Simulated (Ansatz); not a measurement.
**Cohesion in the molecular crystal N2**

Level of theory: Ansatz, DFT PBE+D3(BJ), scalar-relativistic, plane waves, PAW.

Plane waves to 420 eV, a k mesh through Γ of 6×6×4 on the computed 4-atom cell and Gaussian smearing (0.02 eV); no spin polarisation.

The relaxed primitive cell holds 2 N2 (symmetry kept; residual pressure 0.00 GPa). Each molecule is also computed alone in a box with 9 Å or more between images, first as cut from the crystal, then relaxed.

```
N
1.0
     3.80933    0.00000    0.00000
    -1.90466    3.29898    0.00000
     0.00000    0.00000    7.46559
N
4
Cartesian
  0.0000 2.1993 2.4174
  0.0000 2.1993 1.3153
  1.9047 1.0997 6.1502
  1.9047 1.0997 5.0481
```

Task: How strongly is the crystal bound?

Result: -0.091 eV (-8.7 kJ/mol) a molecule against the relaxed free molecules, without zero-point or thermal terms. Free molecules keep the site symmetry that they have in the crystal, and one conformer stands for all of a formula. The molecules are strained by 0.000 eV each in the crystal, which takes 46.9 Å³ a molecule. The gap on the mesh is 7.12 eV in the crystal and 8.24 eV between the free molecule's highest filled and lowest empty level.

Cost: 3 runs of about 0.14 core-minutes in all, on Arm Neoverse V2 (shared hosts).